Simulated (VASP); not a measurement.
# TePb (Fm-3m) in VASP: settings compared, part 2 of 3

VASP 6.6.1. Earlier steps stand in the parts before.

## 3. Single point, PBE

File INCAR:

```
  PREC = Accurate
  ENCUT = 520
  EDIFF = 1E-6
  ISMEAR = 0
  SIGMA = 0.01
  LREAL = F
  LASPH = T
  NELM = 60
  ALGO = Normal
  ISIF = 2
  LWAVE = F
  LCHARG = T
  GGA = PE
  LELF = T
  LVHAR = T
  NBANDS = 17
```

File KPOINTS:

```
Automatic mesh
0
Gamma
  4 4 4
```

File POSCAR:

```
TePb
1.0
    0.0000000000      3.2678555511      3.2678555511
    3.2678555511      0.0000000000      3.2678555511
    3.2678555511      3.2678555511      0.0000000000
Te Pb
1 1
Direct
    0.5000000000      0.5000000000      0.5000000000
    0.0000000000      0.0000000000      0.0000000000
```

Potentials or basis: VASP PAW PBE potentials, release 64 (Te, Pb_d).

Run with:

```sh
$ cat potpaw_PBE.64/Te/POTCAR potpaw_PBE.64/Pb_d/POTCAR > POTCAR
$ mpirun -np 1 vasp_std > vasp.out
```

OUTCAR:

```text
PREC = Accurate
   ENCUT = 520
   EDIFF = 1E-6
   ISMEAR = 0
   LREAL = F
   LASPH = T
   NELM = 60
   ISIF = 2
   GGA = PE

 ion  position               nearest neighbor table
   1  0.500  0.500  0.500-   2 3.27   2 3.27   2 3.27   2 3.27   2 3.27   2 3.27
   2  0.000  0.000  0.000-   1 3.27   1 3.27   1 3.27   1 3.27   1 3.27   1 3.27

  LATTYP: Found a face centered cubic cell.
 ALAT       =     6.5357111022

  Lattice vectors:

 A1 = (   0.0000000000,   3.2678555511,   3.2678555511)
 A2 = (   3.2678555511,   0.0000000000,   3.2678555511)
 A3 = (   3.2678555511,   3.2678555511,   0.0000000000)

Analysis of symmetry for initial positions (statically):
=====================================================================
 Subroutine PRICEL returns:
 Original cell was already a primitive cell.

 Routine SETGRP: Setting up the symmetry group for a
 face centered cubic supercell.

 Subroutine GETGRP returns: Found 48 space group operations
 (whereof 48 operations were pure point group operations)
 out of a pool of 48 trial point group operations.

The static configuration has the point symmetry O_h .

Analysis of symmetry for dynamics (positions and initial velocities):
=====================================================================
 Subroutine PRICEL returns:
 Original cell was already a primitive cell.

 Routine SETGRP: Setting up the symmetry group for a
 face centered cubic supercell.

 Subroutine GETGRP returns: Found 48 space group operations
 (whereof 48 operations were pure point group operations)
 out of a pool of 48 trial point group operations.

The dynamic configuration has the point symmetry O_h .

 Subroutine INISYM returns: Found 48 space group operations
 (whereof 48 operations are pure point group operations),
 and found     1 'primitive' translations

----------------------------------------------------------------------------------------

                                     Primitive cell

  volume of cell :      69.7941

  direct lattice vectors                    reciprocal lattice vectors
     0.000000000  3.267855551  3.267855551    -0.153005539  0.153005539  0.153005539
     3.267855551  0.000000000  3.267855551     0.153005539 -0.153005539  0.153005539
     3.267855551  3.267855551  0.000000000     0.153005539  0.153005539 -0.153005539

  length of vectors
     4.621445640  4.621445640  4.621445640     0.265013367  0.265013367  0.265013367

  position of ions in fractional coordinates (direct lattice)
     0.500000000  0.500000000  0.500000000
     0.000000000  0.000000000  0.000000000

  ion indices of the primitive-cell ions
   primitive index   ion index
                 1           1
                 2           2

----------------------------------------------------------------------------------------

 KPOINTS: Automatic mesh

Automatic generation of k-mesh.
 Grid dimensions read from file:
 generate k-points for:    4    4    4

 Generating k-lattice:

  Cartesian coordinates                     Fractional coordinates (reciprocal lattice)
    -0.038251385  0.038251385  0.038251385     0.250000000  0.000000000  0.000000000
     0.038251385 -0.038251385  0.038251385     0.000000000  0.250000000  0.000000000
     0.038251385  0.038251385 -0.038251385     0.000000000  0.000000000  0.250000000

  Length of vectors
     0.066253342  0.066253342  0.066253342

  Shift w.r.t. Gamma in fractional coordinates (k-lattice)
     0.000000000  0.000000000  0.000000000

 Subroutine IBZKPT returns following result:
 ===========================================

 Found      8 irreducible k-points:

 Following reciprocal coordinates:
            Coordinates               Weight
  0.000000  0.000000  0.000000      1.000000
  0.250000  0.000000  0.000000      8.000000
  0.500000  0.000000  0.000000      4.000000
  0.250000  0.250000  0.000000      6.000000
  0.500000  0.250000  0.000000     24.000000
 -0.250000  0.250000  0.000000     12.000000
  0.500000  0.500000  0.000000      3.000000
 -0.250000  0.500000  0.250000      6.000000
   k-points           NKPTS =      8   k-points in BZ     NKDIM =      8   number of bands    NBANDS=     17
   number of dos      NEDOS =    301   number of ions     NIONS =      2
   total plane-waves  NPLWV =  46656
   dimension x,y,z NGX =    36 NGY =   36 NGZ =   36
   dimension x,y,z NGXF=    72 NGYF=   72 NGZF=   72
   ions per type =               1   1
   NGX,Y,Z   is equivalent  to a cutoff of  12.95, 12.95, 12.95 a.u.
   NGXF,Y,Z  is equivalent  to a cutoff of  25.90, 25.90, 25.90 a.u.
 SYSTEM =  unknown system
   PREC   = accura    normal or accurate (medium, high low for compatibility)
   ISTART =      0    job   : 0-new  1-cont  2-samecut
   ICHARG =      2    charge: 1-file 2-atom 10-const
   ISPIN  =      1    spin polarized calculation?
   LNONCOLLINEAR =      F non collinear calculations
   LSORBIT =      F    spin-orbit coupling
   LASPH  =      T    aspherical Exc in radial PAW
   ENCUT  =  520.0 eV  38.22 Ry    6.18 a.u.   8.59  8.59  8.59*2*pi/ulx,y,z
   NELM   =     60;   NELMIN=  2; NELMDL= -5     # of ELM steps
   EDIFF  = 0.1E-05   stopping-criterion for ELM
   LREAL  =      F    real-space projection
   EDIFFG = 0.1E-04   stopping-criterion for IOM
   NSW    =      0    number of steps for IOM
   IBRION =     -1    ionic relax: 0-MD 1-quasi-New 2-CG
   NFREE  =      0    steps in history (QN), initial steepest desc. (CG)
   ISIF   =      2    stress and relaxation
   ISYM   =      2    0-nonsym 1-usesym 2-fastsym
   POTIM  = 0.5000    time-step for ionic-motion
   TEBEG  =    0.0;   TEEND  =   0.0 temperature during run
   PSTRESS=    0.0 pullay stress
   NELECT =      20.0000    total number of electrons
   NUPDOWN=      -1.0000    fix difference up-down
   EMIN   =  10.00;   EMAX   =-10.00  energy-range for DOS
   EFERMI =   0.00;   METHOD = LEGACY
   ISMEAR =     0;   SIGMA  =   0.01  broadening in eV -4-tet -1-fermi 0-gaus
   EFERMI_NEDOS =   21; number of points for ismear=-14 and -15
   IALGO  =     38    algorithm
   IMIX   =      4    mixing-type and parameters
     AMIX     =   0.40;   BMIX     =  1.00
     AMIX_MAG =   1.60;   BMIX_MAG =  1.00
  volume/ion in A,a.u.               =      34.90       235.50
  Fermi-wavevector in a.u.,A,eV,Ry     =   1.079308  2.039596 15.849499  1.164905
  Thomas-Fermi vector in A             =   2.215269
   LORBIT       =      0    0 simple, 1 ext, 2 COOP (PROOUT), +10 PAW based schemes
   GGA     = PE    functional components
   LHFCALC =     F    Hartree Fock is set to
   AEXX    =    0.0000 exact exchange contribution
   IVDW    =     0    specifies the selected vdW correction
   LEPSILON=     F    determine dielectric tensor
   LRPA    =     F    only Hartree local field effects (RPA)
 non-spin polarized calculation
 Gauss-broadening in eV      SIGMA  =   0.01
  energy-cutoff  :      520.00
  volume of cell :       69.79
 maximum number of plane-waves:      1893
 NGX is ok and might be reduce to    36
   NGX = 17   NGY = 17   NGZ = 17

 number of electron      20.0000002 magnetization

 Free energy of the ion-electron system (eV)
  ---------------------------------------------------
  ext. energy  EPLUGINS =         0.00000000
  ---------------------------------------------------
  free energy    TOTEN  =        -7.51353612 eV

  energy without entropy =       -7.51353612  energy(sigma->0) =       -7.51353612

 E-fermi :   5.2850     XC(G=0):  -9.1512

 val. band max:        5.1834937011   @ k =   0.5000   0.0000   0.0000
 cond. band min:       5.9866688233   @ k =   0.5000   0.0000   0.0000
 fundamental gap:      0.8031751222
 Fermi energy:         5.2849835184

 k-point     1 :       0.0000    0.0000    0.0000
  band No.  band energies     occupation
      1     -11.4848      2.00000
      2     -11.4848      2.00000
      3     -11.4778      2.00000
      4     -11.4778      2.00000
      5     -11.4778      2.00000
      6      -6.5523      2.00000
[... 9 lines left out ...]
     16      11.0640      0.00000
     17      12.6566      0.00000
[... 121 lines left out ...]
 k-point     8 :      -0.2500    0.5000    0.2500
  band No.  band energies     occupation
      1     -11.5210      2.00000
      2     -11.4859      2.00000
      3     -11.4713      2.00000
      4     -11.4713      2.00000
      5     -11.4554      2.00000
      6      -4.8422      2.00000
[... 9 lines left out ...]
     16      16.0909      0.00000
     17      16.1538      0.00000

------------------------ aborting loop because EDIFF is reached ----------------------------------------

  FORCE on cell =-STRESS in cart. coord.  units (eV):
  Direction    XX          YY          ZZ          XY          YZ          ZX
  --------------------------------------------------------------------------------------
  -------------------------------------------------------------------------------------
  Total        0.2428782      0.2428782      0.2428782      0.0000000      0.0000000     -0.0000000
  in kB        5.5754589      5.5754589      5.5754589      0.0000000      0.0000000     -0.0000000
  external PRESSURE =       5.5754589 kB  Pullay stress =       0.0000000 kB

 VOLUME and BASIS-vectors are now :
 -----------------------------------------------------------------------------
  energy-cutoff  :      520.00
  volume of cell :       69.79
      direct lattice vectors                 reciprocal lattice vectors
     0.000000000  3.267855551  3.267855551    -0.153005539  0.153005539  0.153005539
     3.267855551  0.000000000  3.267855551     0.153005539 -0.153005539  0.153005539
     3.267855551  3.267855551  0.000000000     0.153005539  0.153005539 -0.153005539

 POSITION                                       TOTAL-FORCE (eV/Angst)
 -----------------------------------------------------------------------------------
      3.26786      3.26786      3.26786        -0.000000      0.000000     -0.000000
      0.00000      0.00000      0.00000         0.000000     -0.000000      0.000000
 -----------------------------------------------------------------------------------
    total drift:                               -0.000000      0.000000      0.000000

  FREE ENERGIE OF THE ION-ELECTRON SYSTEM (eV)
  ---------------------------------------------------
  free  energy   TOTEN  =        -7.5135361188 eV

  energy  without entropy=       -7.5135361188  energy(sigma->0) =       -7.51353612
```

OSZICAR:

```text
N       E                     dE             d eps       ncg     rms          rms(c)
DAV:   1     0.152902226589E+03    0.15290E+03   -0.91684E+03   280   0.110E+03
DAV:   2     0.335686442685E+01   -0.14955E+03   -0.14522E+03   277   0.293E+02
DAV:   3    -0.734980859044E+01   -0.10707E+02   -0.10664E+02   360   0.869E+01
DAV:   4    -0.764369284962E+01   -0.29388E+00   -0.29381E+00   348   0.156E+01
DAV:   5    -0.765178200613E+01   -0.80892E-02   -0.80887E-02   374   0.230E+00    0.311E+00
DAV:   6    -0.751554471257E+01    0.13624E+00   -0.31282E-01   412   0.372E+00    0.193E+00
DAV:   7    -0.751154832759E+01    0.39964E-02   -0.87283E-02   346   0.139E+00    0.917E-01
DAV:   8    -0.751366400412E+01   -0.21157E-02   -0.10341E-02   331   0.101E+00    0.163E-01
DAV:   9    -0.751349989627E+01    0.16411E-03   -0.15757E-03   437   0.405E-01    0.713E-02
DAV:  10    -0.751353112015E+01   -0.31224E-04   -0.18808E-04   323   0.106E-01    0.179E-02
DAV:  11    -0.751353635050E+01   -0.52304E-05   -0.44057E-05   390   0.538E-02    0.178E-02
DAV:  12    -0.751353611878E+01    0.23172E-06   -0.24063E-06   326   0.868E-03
   1 F= -.75135361E+01 E0= -.75135361E+01  d E =-.651896E-48
```

stdout:

```text
POSCAR found type information on POSCAR TePb
 POSCAR found :  2 types and       2 ions
 scaLAPACK will be used
 LDA part: xc-table for (Slater+PW92), standard interpolation
 POSCAR, INCAR and KPOINTS ok, starting setup
 FFT: planning ... GRIDC
 FFT: planning ... GRID_SOFT
 FFT: planning ... GRID
 WAVECAR not read
 entering main loop
```

It took 8.6 s on 1 thread of Intel Xeon 6975P-C (Granite Rapids), shared host; peak memory 0.2 GiB.

What came out:

```
Free energy            : -7.5135 eV
Pressure               : 0.6 GPa
Band gap on the k mesh : 0.80 eV, direct
```

Caveat: spin-orbit coupling is left out, which moves the levels of the heavy elements.

[end of part 2 of 3]
